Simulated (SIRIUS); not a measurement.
Pd in SIRIUS: convergence with gk cutoff

Crystal: Pd.

```
Pd
1.0
     0.00000    1.94650    1.94650
     1.94650    0.00000    1.94650
     1.94650    1.94650    0.00000
Pd
1
Direct
  0.00000 0.00000 0.00000
```

```yaml
Program: SIRIUS 7.12.0
Task: convergence study
Functional: PBEsol
Potentials_or_basis: all-electron FP-LAPW
Cutoff: 50 eV
Basis: apw+lo standard
k_mesh: 12 × 12 × 12
Occupations: fermi-dirac, width 0.05 eV
Spin: no spin polarisation
```

These are the settings of the first run; the series varies gk cutoff, with any setting tied to it.

Hardware: 1 thread of Intel(R) Xeon(R) 6975P-C (Granite Rapids), with other jobs on the host.

```tsv
gk cutoff	energy less the tightest run, at zero smearing (meV/atom)	SCF cycles	CPU time (s)	peak memory (GiB)
1.91 1/bohr	4344.79	7	14	0.26
2.25 1/bohr	1691.75	8	16	0.27
2.6 1/bohr	548.13	8	17	0.27
2.94 1/bohr	155.96	7	16	0.28
3.29 1/bohr	37.07	7	15	0.29
3.64 1/bohr	7.45	7	17	0.33
3.98 1/bohr	0.00	7	20	0.39
```

Not settled before the last step: the energy (to 1 meV/atom). The tightest run that finished is the yardstick and may itself not be fully converged.
